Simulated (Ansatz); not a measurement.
# Blue phosphorene bilayer (AA') in a perpendicular field, part 3 of 3

What dipole does a perpendicular field induce in the blue phosphorene bilayer (AA'), and does the gap follow? A positive field points along +c.

Ansatz 0.2.0; plane-wave DFT, PBE-D3(BJ), Ansatz PAW.

So far, gap along the path (eV): step 3 (single point, field 0, start network) 1.49; step 7 (field -0.1 V/Å) 1.46; step 8 (field 0.2 V/Å) 1.41; step 9 (field -0.2 V/Å) 1.41; step 10 (field 0.3 V/Å) 1.32.

**11. Atoms held, field -0.3 V/Å**

input.yaml

```yaml
crystal:
  lattice:
    - [3.2504176621, 0.0, 0.0]
    - [-1.625208831, 2.8149442683, 0.0]
    - [0.0, 0.0, 24.4125719667]
  atoms:
    - { symbol: P, position: [0.6666666667, 0.3333333333, 0.3686625077] }
    - { symbol: P, position: [0.3333333333, 0.6666666667, 0.4197104158] }
    - { symbol: P, position: [0.3333333333, 0.6666666667, 0.5802895842] }
    - { symbol: P, position: [0.6666666667, 0.3333333333, 0.6313374923] }
kpoints:
  mp_grid: { grid: [18, 18, 1] }
  band_path:
    path: [[0, 0, 0], [0.5, 0, 0], [0.33333333, 0.33333333, 0], [0, 0, 0]]
    npoints: 16
hamiltonian:
  xc: pbe
  dispersion: d3bj
scf:
  occupations: { method: fermi_dirac, width: 0.02585 }
  convergence: { dr2_threshold: 1.0e-10 }
efield:
  axis: 3
  dipole_correction: true
  ramp_position: 0.9467
  ramp_width: 0.1066
  amplitude: -0.3
output:
  write_potential: true
  write_density: true
  volumetric_format: npy
```

Command:

```console
> ansatz run input.yaml --threads 2 --pin off --max-ram 4096MiB --backend cpu --events-out ev --progress --plain --runs-dir out
```

Numbers of over 12 decimals in the logs are rounded to 6 here.

The program printed:

```text
[...]
Crystal: 4 atoms, lattice volume = 223.369 Å³
Basis set: ecut = 420 eV, 4449 PW (Γ)
Bands: 14, of which v1, the nominal top of the filled ones, is band 10 counted from 1 (9 counted from 0)
Symmetry: 6 space group operations
k-points: 37 of 324 (time reversal used)
[...]
--- Band table (eV; the first three rows and the last of 37) ---
  k-point 0: bands = [... 6 lower, -2.1683, -1.8916, -1.7568, -1.7568, 1.8593, 1.8593, 1.8791, 2.2720]
  k-point 1: bands = [... 6 lower, -2.2897, -2.2030, -1.8783, -1.8622, 1.7171, 2.0135, 2.1313, 2.3010]
  k-point 2: bands = [... 6 lower, -2.7775, -2.5954, -2.1840, -1.7860, 1.3429, 1.7596, 2.3954, 2.8089]
  k-point 36: bands = [... 6 lower, -4.0059, -3.9102, -3.4574, -3.3937, -0.0926, 0.4196, 3.1571, 3.2177]
[key lines of the parts left out:]
SCF converged after 11 iterations
Free energy (F): -3023.618705 eV
Fermi energy:    -0.889453 eV
Dipole field:    D = -0.093000 V/Å  (p = -0.114801 e·Å, saw-weighted, corrected)
```

The job ended after 22 s (2 threads of Intel Xeon at 2.50GHz (Skylake/Cascade Lake), shared host; peak memory 0.46 GiB; 43 s of CPU time).

The dipole is -0.115 e·Å, and the gap 1.324 eV.

**12. Atoms held, field 0.4 V/Å**

Changes to input.yaml since step 11:

```diff
@@ -24,5 +24,5 @@
   dipole_correction: true
-  ramp_position: 0.9467
-  ramp_width: 0.1066
-  amplitude: -0.3
+  ramp_position: 0.9087
+  ramp_width: 0.1827
+  amplitude: 0.4
 output:
```

The program printed:

```text
[...]
Crystal: 4 atoms, lattice volume = 223.369 Å³
Basis set: ecut = 420 eV, 4449 PW (Γ)
Bands: 14, of which v1, the nominal top of the filled ones, is band 10 counted from 1 (9 counted from 0)
Symmetry: 6 space group operations
k-points: 37 of 324 (time reversal used)
[...]
--- Band table (eV; the first three rows and the last of 37) ---
  k-point 0: bands = [... 6 lower, -2.2399, -1.8638, -1.6935, -1.6935, 1.7878, 1.7878, 1.8031, 2.3353]
  k-point 1: bands = [... 6 lower, -2.3613, -2.1395, -1.8344, -1.8149, 1.6451, 1.9420, 2.1896, 2.2146]
  k-point 2: bands = [... 6 lower, -2.8131, -2.6670, -2.1206, -1.7575, 1.2712, 1.8226, 2.3240, 2.5734]
  k-point 36: bands = [... 6 lower, -4.0521, -3.9870, -3.3885, -3.3556, -0.1542, 0.4729, 3.1199, 3.1695]
[key lines of the parts left out:]
SCF converged after 12 iterations
Free energy (F): -3023.632105 eV
Fermi energy:    -0.903448 eV
Dipole field:    D = 0.124126 V/Å  (p = 0.153223 e·Å, saw-weighted, corrected)
```

The job ended after 26 s (2 threads; peak memory 0.46 GiB; 50 s of CPU time).

The dipole is 0.153 e·Å, and the gap 1.229 eV.

**13. Single point, field -0.4 V/Å**

Changes to input.yaml since step 12:

```diff
@@ -26,3 +26,3 @@
   ramp_width: 0.1827
-  amplitude: 0.4
+  amplitude: -0.4
 output:
```

The program printed:

```text
[...]
Crystal: 4 atoms, lattice volume = 223.369 Å³
Basis set: ecut = 420 eV, 4449 PW (Γ)
Bands: 14, of which v1, the nominal top of the filled ones, is band 10 counted from 1 (9 counted from 0)
Symmetry: 6 space group operations
k-points: 37 of 324 (time reversal used)
[...]
--- Band table (eV; the first three rows and the last of 37) ---
  k-point 0: bands = [... 6 lower, -2.2392, -1.8631, -1.6928, -1.6928, 1.7885, 1.7885, 1.8038, 2.3360]
  k-point 1: bands = [... 6 lower, -2.3606, -2.1388, -1.8337, -1.8142, 1.6458, 1.9427, 2.1903, 2.2152]
  k-point 2: bands = [... 6 lower, -2.8124, -2.6664, -2.1199, -1.7568, 1.2719, 1.8233, 2.3247, 2.5737]
  k-point 36: bands = [... 6 lower, -4.0515, -3.9863, -3.3878, -3.3550, -0.1535, 0.4736, 3.1205, 3.1702]
[key lines of the parts left out:]
SCF converged after 12 iterations
Free energy (F): -3023.632105 eV
Fermi energy:    -0.902774 eV
Dipole field:    D = -0.124127 V/Å  (p = -0.153224 e·Å, saw-weighted, corrected)
```

Run time: 25 s. Hardware: 2 threads; peak memory 0.47 GiB; 48 s of CPU time.

The dipole is -0.153 e·Å, and the gap 1.229 eV.

**14. Response, atoms held**

This step: plane-wave DFT, PBE-D3(BJ), Ansatz PAW; response to a field along the normal, atoms held (Ansatz 0.2.0).

The dipoles give the slope, and the difference of two potentials shows where the field is screened.

Numbers from this step:

```yaml
equivalent_conductor_thickness_p_eps_0ae: 7.558 Å
distance_between_the_outer_atoms: 6.413 Å
```

Table of dipole of the cell by applied field:

```csv
applied field (V/Å),dipole of the cell (e·Å)
-0.400,-0.153
-0.300,-0.115
-0.200,-0.0765
-0.100,-0.0382
-0.050,-0.0191
0.000,-6.2e-7
0.050,0.0191
0.100,0.0382
0.200,0.0765
0.300,0.115
0.400,0.153
```

Local field over the applied field, running mean. From the potentials at -0.05 and 0.05 V/Å; running mean over 2.8 Å. Local field over applied field against z:

```csv
z (Å),local field over applied field
4.5,0.997
5.0,0.991
5.5,0.977
6.0,0.942
6.5,0.867
7.0,0.741
7.5,0.586
8.0,0.421
8.5,0.261
9.0,0.138
9.5,0.0744
10.0,0.0916
10.5,0.174
11.0,0.291
11.5,0.396
12.0,0.447
12.5,0.442
13.0,0.381
13.5,0.270
14.0,0.156
14.5,0.0827
15.0,0.0808
15.5,0.156
16.0,0.287
16.5,0.450
17.0,0.614
17.5,0.766
18.0,0.884
18.5,0.950
19.0,0.980
19.5,0.993
20.0,0.997
```

Electrons, planar mean, per unit field. Table of induced electron density by z:

z (Å), induced electron density (e/Å³ per V/Å) and a bar from the least value:
```
      4.5    0.00001 ###############
      5.0    0.00003 ###############
      5.5    0.00009 ###############
      6.0    0.00025 ################
      6.5    0.00062 ##################
      7.0    0.00143 #####################
      7.5    0.00278 ###########################
      8.0    0.00341 ##############################
      8.5    0.00143 #####################
      9.0    0.00088 ###################
      9.5    0.00036 #################
     10.0   -0.00085 ###########
     10.5   -0.00058 #############
     11.0   -0.00260 ####
     11.5   -0.00281 ###
     12.0   -0.00089 ###########
     12.5    0.00126 #####################
     13.0    0.00301 ############################
     13.5    0.00220 #########################
     14.0    0.00051 #################
     14.5    0.00082 ###################
     15.0   -0.00062 ############
     15.5   -0.00080 ############
     16.0   -0.00184 #######
     16.5   -0.00345 
     17.0   -0.00253 ####
     17.5   -0.00124 ##########
     18.0   -0.00053 #############
     18.5   -0.00021 ##############
     19.0   -0.00008 ###############
     19.5   -0.00003 ###############
     20.0   -0.00001 ###############
```

The smaller of the gaps on the path and on the k-mesh, counted as 0 under 0.03 eV. Gap against applied field:

```csv
applied field (V/Å),gap (eV)
-0.400,1.23
-0.300,1.32
-0.200,1.41
-0.100,1.46
-0.050,1.48
0.000,1.49
0.050,1.48
0.100,1.46
0.200,1.41
0.300,1.32
0.400,1.23
```

By hand: between -0.05 and 0.05 V/Å the dipole changes by 0.03821 e·Å, a slope of 0.3821 e·Å²/V. A perfect conductor of thickness t has p = ε₀AEt, so t = 180.95 × 0.3821 / 9.150 = 7.56 Å (e/ε₀ = 180.95 V·Å, A in Å²).

The induced dipole is that of a conductor 7.56 Å thick.

**15. What came out**

```
gap without field                          : 1.49 eV
ionisation energy, upper face              : 5.86 eV
electron affinity, upper face              : 4.38 eV
equivalent conductor thickness, atoms held : 7.56 Å
```

What this shows: The induced dipole equals that of a perfect conductor 7.56 Å thick, while the outer atoms lie 6.41 Å apart; an out-of-plane ε follows only once a thickness t is chosen, by 1 − 1/ε = 7.56 Å / t. The gap goes from 1.49 eV to 1.23 eV at -0.4 V/Å. With the field reversed the gap is 1.23 eV at 0.4 V/Å. Semilocal functionals give gaps that are too small, and excitons are not included.

[Logs are printed without paths, hosts, clocks, repeated set-up lines and the standing remarks that a program may print on its own settings, such as how far it seeks lower states.]

[Hosts, paths, dates, database ids (printed as entryN), source tags and the programs' standing remarks are cut or masked in the printed files.]

[Maps of the electrostatic potential energy from Ansatz leave out the sawtooth potential of an applied field or a dipole correction, so their vacuum need not be flat; planar profiles and work functions include it.]
